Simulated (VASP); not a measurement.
# CaO (Pm-3m) in VASP: a series of runs

One crystal, CaO, is run at these levels: PBE; tasks: relaxation of cell and atoms.

Program: VASP 6.6.1. These are calculated values, not measurements. Logs are shortened: lines on timing, memory, paths and dates and some standing lists are left out, and cuts for length are marked.

## Step 1: Starting point

The structure is cubic, space group Pm-3m (No. 221). The conventional cell has a = 2.906 Å, b = 2.906 Å, c = 2.906 Å, α = 90.00°, β = 90.00°, γ = 90.00°. Around Ca (site symmetry m-3m) lie 8 O at 2.52 Å. O (site symmetry m-3m) is surrounded by 8 Ca at 2.52 Å.

The cell was built by a generator and needn't be a form met in nature.

## Step 2: Relaxation of cell and atoms, PBE, target pressure 50 GPa, at which the enthalpy is minimised

INCAR

```
SYSTEM = CaO
PREC = Accurate
ENCUT = 520
EDIFF = 1E-7
ISMEAR = 0
SIGMA = 0.1
LREAL = .False.
LASPH = .True.
NELM = 100
ALGO = Fast
ISIF = 3
LWAVE = .False.
LCHARG = .False.
GGA = PE
IBRION = 2
NSW = 80
EDIFFG = -0.002
PSTRESS = 500.0
```

KPOINTS

```
Automatic mesh
0
Gamma
  8 8 8
  0 0 0
```

POSCAR

```
CaO
1.0
    2.9055170100      0.0000000000      0.0000000000
    0.0000000000      2.9055170100      0.0000000000
    0.0000000000      0.0000000000      2.9055170100
Ca O
1 1
Direct
    0.0000000000      0.0000000000      0.0000000000
    0.5000000000      0.5000000000      0.5000000000
```

Potentials or basis: VASP PAW PBE potentials, release 64 (Ca_sv, O).

Launch:

```bash
$ cat potpaw_PBE.64/Ca_sv/POTCAR potpaw_PBE.64/O/POTCAR > POTCAR
$ mpirun -np 1 vasp_std > vasp.out
```

OUTCAR:

```text
SYSTEM = CaO
   PREC = Accurate
   ENCUT = 520
   EDIFF = 1E-7
   ISMEAR = 0
   LREAL = .False.
   LASPH = .True.
   NELM = 100
   ISIF = 3
   GGA = PE
   IBRION = 2
   NSW = 80
   EDIFFG = -0.002
   PSTRESS = 500.0

 ion  position               nearest neighbor table
   1  0.000  0.000  0.000-   2 2.52   2 2.52   2 2.52   2 2.52   2 2.52   2 2.52   2 2.52   2 2.52

   2  0.500  0.500  0.500-   1 2.52   1 2.52   1 2.52   1 2.52   1 2.52   1 2.52   1 2.52   1 2.52

  LATTYP: Found a simple cubic cell.
 ALAT       =     2.9055170100

  Lattice vectors:

 A1 = (   2.9055170100,   0.0000000000,   0.0000000000)
 A2 = (   0.0000000000,   2.9055170100,   0.0000000000)
 A3 = (   0.0000000000,   0.0000000000,   2.9055170100)

Analysis of symmetry for initial positions (statically):
=====================================================================
 Subroutine PRICEL returns:
 Original cell was already a primitive cell.

 Routine SETGRP: Setting up the symmetry group for a
 simple cubic supercell.

 Subroutine GETGRP returns: Found 48 space group operations
 (whereof 48 operations were pure point group operations)
 out of a pool of 48 trial point group operations.

The static configuration has the point symmetry O_h .

Analysis of symmetry for dynamics (positions and initial velocities):
=====================================================================
 Subroutine PRICEL returns:
 Original cell was already a primitive cell.

 Routine SETGRP: Setting up the symmetry group for a
 simple cubic supercell.

 Subroutine GETGRP returns: Found 48 space group operations
 (whereof 48 operations were pure point group operations)
 out of a pool of 48 trial point group operations.

The dynamic configuration has the point symmetry O_h .

 Subroutine INISYM returns: Found 48 space group operations
 (whereof 48 operations are pure point group operations),
 and found     1 'primitive' translations

----------------------------------------------------------------------------------------

                                     Primitive cell

  volume of cell :      24.5285

  direct lattice vectors                    reciprocal lattice vectors
     2.905517010  0.000000000  0.000000000     0.344172826  0.000000000  0.000000000
     0.000000000  2.905517010  0.000000000     0.000000000  0.344172826  0.000000000
     0.000000000  0.000000000  2.905517010     0.000000000  0.000000000  0.344172826

  length of vectors
     2.905517010  2.905517010  2.905517010     0.344172826  0.344172826  0.344172826

  position of ions in fractional coordinates (direct lattice)
     0.000000000  0.000000000  0.000000000
     0.500000000  0.500000000  0.500000000

  ion indices of the primitive-cell ions
   primitive index   ion index
                 1           1
                 2           2

----------------------------------------------------------------------------------------

 KPOINTS: Automatic mesh

Automatic generation of k-mesh.
 Grid dimensions read from file:
 generate k-points for:    8    8    8

 Generating k-lattice:

  Cartesian coordinates                     Fractional coordinates (reciprocal lattice)
     0.043021603  0.000000000  0.000000000     0.125000000  0.000000000  0.000000000
     0.000000000  0.043021603  0.000000000     0.000000000  0.125000000  0.000000000
     0.000000000  0.000000000  0.043021603     0.000000000  0.000000000  0.125000000

  Length of vectors
     0.043021603  0.043021603  0.043021603

  Shift w.r.t. Gamma in fractional coordinates (k-lattice)
     0.000000000  0.000000000  0.000000000

 Subroutine IBZKPT returns following result:
 ===========================================

 Found     35 irreducible k-points:

 Following reciprocal coordinates:
            Coordinates               Weight
  0.000000  0.000000  0.000000      1.000000
  0.125000  0.000000  0.000000      6.000000
  0.250000  0.000000  0.000000      6.000000
  0.375000  0.000000  0.000000      6.000000
  0.500000  0.000000  0.000000      3.000000
  0.125000  0.125000  0.000000     12.000000
[... 16 lines left out ...]
  0.375000  0.375000  0.125000     24.000000
  0.500000  0.375000  0.125000     24.000000
 [... further k-points ...]
   k-points           NKPTS =     35   k-points in BZ     NKDIM =     35   number of bands    NBANDS=     12
   number of dos      NEDOS =    301   number of ions     NIONS =      2
   total plane-waves  NPLWV =  13824
   dimension x,y,z NGX =    24 NGY =   24 NGZ =   24
   dimension x,y,z NGXF=    48 NGYF=   48 NGZF=   48
   ions per type =               1   1
   NGX,Y,Z   is equivalent  to a cutoff of  13.73, 13.73, 13.73 a.u.
   NGXF,Y,Z  is equivalent  to a cutoff of  27.46, 27.46, 27.46 a.u.
 SYSTEM =  CaO
   PREC   = accura    normal or accurate (medium, high low for compatibility)
   ISTART =      0    job   : 0-new  1-cont  2-samecut
   ICHARG =      2    charge: 1-file 2-atom 10-const
   ISPIN  =      1    spin polarized calculation?
   LNONCOLLINEAR =      F non collinear calculations
   LSORBIT =      F    spin-orbit coupling
   LASPH  =      T    aspherical Exc in radial PAW
   ENCUT  =  520.0 eV  38.22 Ry    6.18 a.u.   5.40  5.40  5.40*2*pi/ulx,y,z
   NELM   =    100;   NELMIN=  2; NELMDL= -5     # of ELM steps
   EDIFF  = 0.1E-06   stopping-criterion for ELM
   LREAL  =      F    real-space projection
   EDIFFG = -.2E-02   stopping-criterion for IOM
   NSW    =     80    number of steps for IOM
   IBRION =      2    ionic relax: 0-MD 1-quasi-New 2-CG
   NFREE  =      1    steps in history (QN), initial steepest desc. (CG)
   ISIF   =      3    stress and relaxation
   ISYM   =      2    0-nonsym 1-usesym 2-fastsym
   POTIM  = 0.5000    time-step for ionic-motion
   TEBEG  =    0.0;   TEEND  =   0.0 temperature during run
   PSTRESS=  500.0 pullay stress
   NELECT =      16.0000    total number of electrons
   NUPDOWN=      -1.0000    fix difference up-down
   EMIN   =  10.00;   EMAX   =-10.00  energy-range for DOS
   EFERMI =   0.00;   METHOD = LEGACY
   ISMEAR =     0;   SIGMA  =   0.10  broadening in eV -4-tet -1-fermi 0-gaus
   EFERMI_NEDOS =   21; number of points for ismear=-14 and -15
   IALGO  =     68    algorithm
   IMIX   =      4    mixing-type and parameters
     AMIX     =   0.40;   BMIX     =  1.00
     AMIX_MAG =   1.60;   BMIX_MAG =  1.00
  volume/ion in A,a.u.               =      12.26        82.76
  Fermi-wavevector in a.u.,A,eV,Ry     =   1.419792  2.683018 27.426752  2.015809
  Thomas-Fermi vector in A             =   2.540775
   LORBIT       =      0    0 simple, 1 ext, 2 COOP (PROOUT), +10 PAW based schemes
   GGA     = PE    functional components
   LHFCALC =     F    Hartree Fock is set to
   AEXX    =    0.0000 exact exchange contribution
   IVDW    =     0    specifies the selected vdW correction
   LEPSILON=     F    determine dielectric tensor
   LRPA    =     F    only Hartree local field effects (RPA)
 conjugate gradient relaxation of ions
 non-spin polarized calculation
 RMM-DIIS sequential band-by-band and
 Gauss-broadening in eV      SIGMA  =   0.10
  energy-cutoff  :      520.00
  volume of cell :       24.53
 maximum number of plane-waves:       691
 NGX is ok and might be reduce to    24
   NGX = 11   NGY = 11   NGZ = 11

--------------------------------------- Ionic step        1  -------------------------------------------

 number of electron      15.9999996 magnetization

 Free energy of the ion-electron system (eV)
  ---------------------------------------------------
  ext. energy  EPLUGINS =         0.00000000
  ---------------------------------------------------
  free energy    TOTEN  =       -11.81491297 eV

  energy without entropy =      -11.81491297  energy(sigma->0) =      -11.81491297

------------------------ aborting loop because EDIFF is reached ----------------------------------------

  FORCE on cell =-STRESS in cart. coord.  units (eV):
  Direction    XX          YY          ZZ          XY          YZ          ZX
  --------------------------------------------------------------------------------------
  -------------------------------------------------------------------------------------
  Total        0.6143553      0.6143553      0.6143553     -0.0000000     -0.0000000      0.0000000
  in kB       40.1291477     40.1291477     40.1291477     -0.0000000     -0.0000000      0.0000000
  external PRESSURE =    -459.8708523 kB  Pullay stress =     500.0000000 kB
[... 137 lines left out ...]
  enthalpy is  TOTEN    =        -5.0108859977 eV   P V=        6.1226783939

--------------------------------------- Ionic step        5  -------------------------------------------

 number of electron      15.9999997 magnetization

 Free energy of the ion-electron system (eV)
  ---------------------------------------------------
  ext. energy  EPLUGINS =         0.00000000
  ---------------------------------------------------
  free energy    TOTEN  =       -11.09862270 eV

  energy without entropy =      -11.09862270  energy(sigma->0) =      -11.09862270

 E-fermi :   6.4459     XC(G=0): -12.5054

 val. band max:        5.9424361309   @ k =   0.5000   0.5000   0.0000
 cond. band min:       8.5007043967   @ k =   0.0000   0.0000   0.0000
 fundamental gap:      2.5582682657
 Fermi energy:         6.4459445225

 k-point     1 :       0.0000    0.0000    0.0000
  band No.  band energies     occupation
      1     -32.9661      2.00000
      2     -12.9071      2.00000
      3     -12.9071      2.00000
      4     -12.9071      2.00000
      5     -11.2075      2.00000
      6       5.7220      2.00000
      7       5.7220      2.00000
      8       5.7220      2.00000
      9       8.5007      0.00000
     10       8.5007      0.00000
     11      14.2920      0.00000
     12      15.7831      0.00000
[... 331 lines left out ...]
 k-point    24 :       0.5000    0.3750    0.1250
  band No.  band energies     occupation
      1     -32.2450      2.00000
      2     -14.7945      2.00000
      3     -14.3147      2.00000
      4     -12.7599      2.00000
      5     -10.0846      2.00000
      6       3.1230      2.00000
      7       3.3663      2.00000
      8       5.0983      2.00000
      9      11.2520      0.00000
     10      12.4374      0.00000
     11      13.8052      0.00000
     12      14.1250      0.00000

 [... further k-points ...]

------------------------ aborting loop because EDIFF is reached ----------------------------------------

  FORCE on cell =-STRESS in cart. coord.  units (eV):
  Direction    XX          YY          ZZ          XY          YZ          ZX
  --------------------------------------------------------------------------------------
  -------------------------------------------------------------------------------------
  Total        6.0887080      6.0887080      6.0887080     -0.0000000     -0.0000000     -0.0000000
  in kB      500.1297709    500.1297709    500.1297709     -0.0000000     -0.0000000     -0.0000000
  external PRESSURE =       0.1297709 kB  Pullay stress =     500.0000000 kB
[... 17 lines left out ...]
  FREE ENERGIE OF THE ION-ELECTRON SYSTEM (eV)
  ---------------------------------------------------
  free  energy   TOTEN  =       -11.0986227040 eV

  energy  without entropy=      -11.0986227040  energy(sigma->0) =      -11.09862270

  enthalpy is  TOTEN    =        -5.0114945729 eV   P V=        6.0871281311

 reached required accuracy - stopping structural energy minimisation
```

Run time: 41 s. Hardware: 1 thread of Intel Xeon Platinum 8488C (Sapphire Rapids), shared host; peak memory 0.15 GiB.

Results:

- Free energy: -11.0986 eV
- Relaxed volume: 9.75 Å³/atom
- Relaxed cell: a = 2.692 Å, b = 2.692 Å, c = 2.692 Å, α = 90.00°, β = 90.00°, γ = 90.00°
- Space group after relaxing (to 0.05 Å): Pm-3m (No. 221)
- Energy change on relaxing (the enthalpy is what falls): +358.1 meV/atom
- Ionic steps: 5
- Pressure after relaxing: 50.0 GPa
- Band gap on the k mesh: 2.56 eV, indirect (least direct gap 2.78 eV)

Step by step:
| step | energy change (eV) | largest force (eV/Å) | pressure (GPa) | volume (Å³) |
| --- | --- | --- | --- | --- |
| 1 | 0.0000 | 0.0000 | 4.01 | 24.53 |
| 2 | 4.7963 | 0.0000 | 230.59 | 14.03 |
| 3 | 0.5992 | 0.0000 | 44.19 | 19.90 |
| 4 | 0.6813 | 0.0000 | 48.29 | 19.62 |
| 5 | 0.7163 | 0.0000 | 50.01 | 19.51 |

Final structure:
```
Ca O
1.0
     2.69185    0.00000    0.00000
     0.00000    2.69185    0.00000
     0.00000    0.00000    2.69185
Ca O
1 1
Direct
  0.00000 0.00000 0.00000
  0.50000 0.50000 0.50000
```

Caveat: the cell is relaxed towards a set pressure, so the enthalpy falls and the energy may rise; the volume moved by over 15 % at a fixed basis, so the end points are rough.

## Step 3: Relaxation of cell and atoms, PBE, target pressure 50 GPa, at which the enthalpy is minimised

This run uses another cell than the first one, of 9.75 Å³/atom, 0.795 times its volume.

INCAR is that of step 2.

KPOINTS is that of step 2.

POSCAR

```
CaO                                     
1.0
    2.6918509390      0.0000000000      0.0000000000
   -0.0000000000      2.6918509390      0.0000000000
    0.0000000000     -0.0000000000      2.6918509390
  Ca              O             
     1     1
Direct
     0.0000000000000000    0.0000000000000000    0.0000000000000000
     0.5000000000000000    0.5000000000000000    0.5000000000000000
```

Potentials or basis: VASP PAW PBE potentials, release 64 (Ca_sv, O).

Launch:

```bash
$ cat potpaw_PBE.64/Ca_sv/POTCAR potpaw_PBE.64/O/POTCAR > POTCAR
$ mpirun -np 1 vasp_std > vasp.out
```

Run time: 16 s. Hardware: 1 thread of Intel Xeon Platinum 8488C (Sapphire Rapids), shared host; peak memory 0.13 GiB.

Results (log left out):

| Item | Value |
| --- | --- |
| Free energy | -11.0939 eV |
| Relaxed volume | 9.76 Å³/atom |
| Relaxed cell | a = 2.693 Å, b = 2.693 Å, c = 2.693 Å, α = 90.00°, β = 90.00°, γ = 90.00° |
| Space group after relaxing (to 0.05 Å) | Pm-3m (No. 221) |
| Energy change on relaxing (the enthalpy is what falls) | -2.4 meV/atom |
| Ionic steps | 3 |
| Pressure after relaxing | 50.0 GPa |
| Band gap on the k mesh | 2.56 eV, indirect (least direct gap 2.78 eV) |

Step by step:
```tsv
step	energy change (eV)	largest force (eV/Å)	pressure (GPa)	volume (Å³)
1	0.0000	0.0000	50.24	19.51
2	-0.0130	0.0000	49.61	19.55
3	-0.0048	0.0000	50.00	19.52
```

Final structure:
```
Ca O
1.0
     2.69255    0.00000    0.00000
     0.00000    2.69255    0.00000
     0.00000    0.00000    2.69255
Ca O
1 1
Direct
  0.00000 0.00000 0.00000
  0.50000 0.50000 0.50000
```

Levels at points of the mesh, in eV from the valence-band top:
```csv
k point,band 5,band 6,band 7,band 8,band 9,band 10,band 11,band 12
"(0.00, 0.00, 0.00)",-17.15,-0.22,-0.22,-0.22,2.56,2.56,8.34,9.83
"(0.50, 0.00, 0.00)",-14.84,-4.47,-1.12,-1.12,3.87,8.67,9.65,9.65
"(0.50, 0.50, 0.00)",-16.38,-2.24,-2.24,0.00,4.39,5.61,7.35,7.35
"(0.50, 0.50, 0.50)",-15.47,-4.57,-4.57,-4.57,9.60,9.60,9.60,11.92
```

Caveat: the cell is relaxed towards a set pressure, so the enthalpy falls and the energy may rise. As with any semilocal functional, this PBE gap is likely too small.

[end of part 1 of 2]
